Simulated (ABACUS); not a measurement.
The system is PbF2 (Fluorocronite).

```
Pb F
1.0
     0.00000    2.96366    2.96366
     2.96366    0.00000    2.96366
     2.96366    2.96366    0.00000
Pb F
1 2
Direct
  0.00000 0.00000 0.00000
  0.75000 0.75000 0.75000
  0.25000 0.25000 0.25000
```

```yaml
Program: ABACUS 3.10.1
Task: single point
Functional: PBE
Potentials_or_basis: PseudoDojo NC SR 0.4.1 PBE standard
Cutoff: 1361 eV
Density_cutoff: 5442 eV
Basis: DZP LCAO (the cutoffs set its grid)
k_mesh: 8 × 8 × 8
Occupations: fermi-dirac, width 0.05 eV
Spin: no spin polarisation
```

On this cell: pressure 4.3 GPa; largest force zero by symmetry; band gap on the k mesh 4.38 eV, indirect (least direct gap 4.54 eV).

The same run follows on a disturbed copy (atoms moved at random, drawn with an rms of 0.05 Å):

```xyz
3
Lattice="0.0000 2.9637 2.9637 2.9637 0.0000 2.9637 2.9637 2.9637 0.0000" Properties=species:S:1:pos:R:3 pbc="T T T"
Pb    0.0054   -0.0460   -0.0529
F     4.4571    4.4806    4.4317
F     1.4577    1.5037    1.5258
```

Q: What changes?

A: The energy moves by +7.4 meV/atom; pressure 4.6 GPa; largest force 0.327 eV/Å; band gap on the k mesh 4.33 eV, indirect (least direct gap 4.53 eV).

Forces on the atoms (eV/Å):
```
Pb  -0.055  0.239  0.217
F   -0.088 -0.139  0.038
F    0.143 -0.100 -0.255
```

Stress tensor (GPa, compression positive):
```
 4.61 -0.72  0.09
-0.72  4.59  0.61
 0.09  0.61  4.61
```

Caveats: the atomic orbitals were generated for these runs and aren't a published set; spin-orbit coupling is left out, which as a rule narrows the gap of such compounds by several tenths of an eV; the basis of atomic orbitals isn't converged, which shifts pressures, moduli and gaps.

A k mesh can miss the band edges.
